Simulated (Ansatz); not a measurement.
Cu2O at a changed volume: Electric field gradients

The cell is a structure deposited in the COD, relaxed with PBE at fixed cell and then changed (volume scaled by 1.02, ions relaxed).

```cif
data_Cu2O
_symmetry_space_group_name_H-M 'Pn-3m:1'
_symmetry_Int_Tables_number 224
_cell_length_a 4.2968
_cell_length_b 4.2968
_cell_length_c 4.2968
_cell_angle_alpha 90.000
_cell_angle_beta 90.000
_cell_angle_gamma 90.000
loop_
_atom_site_label
_atom_site_type_symbol
_atom_site_symmetry_multiplicity
_atom_site_Wyckoff_symbol
_atom_site_fract_x
_atom_site_fract_y
_atom_site_fract_z
Cu Cu 4 b 0.2500 0.2500 0.2500
O O 2 a 0.0000 0.0000 0.0000
```

One atom of each set is listed.

Method: Kohn–Sham DFT in Ansatz, PBE, plane waves and PAW, scalar-relativistic, 420 eV cutoff, Γ-centred 7×7×7 k-points, Fermi–Dirac smearing 0.02 eV.

V_zz is the principal component of the electric field gradient with the largest magnitude, η = (V_xx − V_yy)/V_zz and C_Q = eQV_zz/h.

Cu-63: I = 3/2, Q = -220.0 mb; ¹⁷O: I = 5/2, Q = -25.58 mb. Q values from Pyykkö, Mol. Phys. 116, 1328 (2018).

Problem. Which values are expected at the nuclei?

Solution. 

```tsv
site	atoms	first shell	V_zz (10²¹ V/m²)	η	C_Q (MHz)
Cu	4	2 O at 1.86 Å, angle 180°	-4.84	0.00	25.7
O	2	4 Cu at 1.86 Å	0.00	–	0
```

An axis of threefold or higher order runs through Cu, so V_zz lies along it and η is zero. O sits on a cubic site, where every gradient vanishes.

Semilocal functionals underestimate gradients at Cu(I) with two or three neighbours, in Cu₂O by a fifth to nearly a half. With a gap of 0.5 eV on this mesh, the gradients can still move by some per cent as the k-mesh gets denser.
